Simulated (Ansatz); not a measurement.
# Te₂Mo: field gradients at two levels of theory

Cell: an entry of the Crystallography Open Database (COD) whose atoms were relaxed with PBE, the cell held.

```cif
data_Te2Mo
_symmetry_space_group_name_H-M 'P6_3/mmc'
_symmetry_Int_Tables_number 194
_cell_length_a 3.5182
_cell_length_b 3.5182
_cell_length_c 13.9736
_cell_angle_alpha 90.000
_cell_angle_beta 90.000
_cell_angle_gamma 120.000
loop_
_atom_site_label
_atom_site_type_symbol
_atom_site_symmetry_multiplicity
_atom_site_Wyckoff_symbol
_atom_site_fract_x
_atom_site_fract_y
_atom_site_fract_z
Te Te 4 f 0.3333 0.6667 0.6201
Mo Mo 2 c 0.3333 0.6667 0.2500
```

One atom of each set is listed.

First run. The numbers come from a DFT calculation in Ansatz (PBE, plane waves and PAW, scalar-relativistic, 420 eV cutoff, Γ-centred 14×14×3 k-points, Fermi–Dirac smearing 0.02 eV).

```json
{"site": "Te", "V_zz (10²¹ V/m²)": "-18.13", "η": "0.00"}
{"site": "Mo", "V_zz (10²¹ V/m²)": "-6.42", "η": "0.00"}
```

Second run. The same atoms and settings, except that the functional is PBEsol.

(1) What does the second run give?

Answers

(1) 

```
site    V_zz     η  change of V_zz
  Te  -17.81  0.00           +0.32
  Mo   -6.38  0.00           +0.04
```

The largest change of V_zz is on Te, from -18.13 to -17.81. In per cent, |V_zz| changes by -2 on Te, -1 on Mo (all sites that start above 0.5).

Without spin–orbit coupling the gradients at and beside Te can be off by some per cent, at some sites by more.
For the second run: The largest force is 0.3 eV/Å, so the atoms aren't at the calculated equilibrium and relaxing them would move these values.
